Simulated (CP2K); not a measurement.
Crystal: KBr.

```xyz
2
Lattice="4.6669 0.0000 0.0000 2.3335 4.0417 0.0000 2.3335 1.3472 3.8105" Properties=species:S:1:pos:R:3 pbc="T T T"
Br    4.6669    2.6944    1.9053
K     0.0000    0.0000    0.0000
```

```yaml
Program: CP2K 2026.2
Task: single point
Functional: PBE
Potentials_or_basis: POTENTIAL_UZH Br GTH-PBE-q7, K GTH-PBE-q9; TZVP-MOLOPT-PBE-GTH basis
Density_cutoff: 6123 eV
k_mesh: 7 × 7 × 7
Occupations: fermi-dirac, width 0.05 eV
Spin: no spin polarisation
```

On this cell: pressure 0.8 GPa; largest force zero by symmetry; band gap on the k mesh 4.38 eV, direct.

The same run follows on a disturbed copy (atoms moved at random, drawn with an rms of 0.05 Å):

```
CELL_PARAMETERS angstrom
4.66690 0.00000 0.00000
2.33345 4.04166 0.00000
2.33345 1.34722 3.81051
ATOMIC_POSITIONS crystal
Br 0.49814 0.50499 0.50480
K 0.99673 0.01319 0.99466
```

Task: What changes?

Result: The energy moves by +0.6 meV/atom; pressure 0.8 GPa; largest force 0.058 eV/Å; band gap on the k mesh 4.38 eV, direct.

Forces on the atoms (eV/Å):
```
Br  -0.014  0.025 -0.050
K    0.014 -0.025  0.050
```

Caveats: the basis of atomic orbitals isn't converged, which shifts pressures, moduli and gaps.

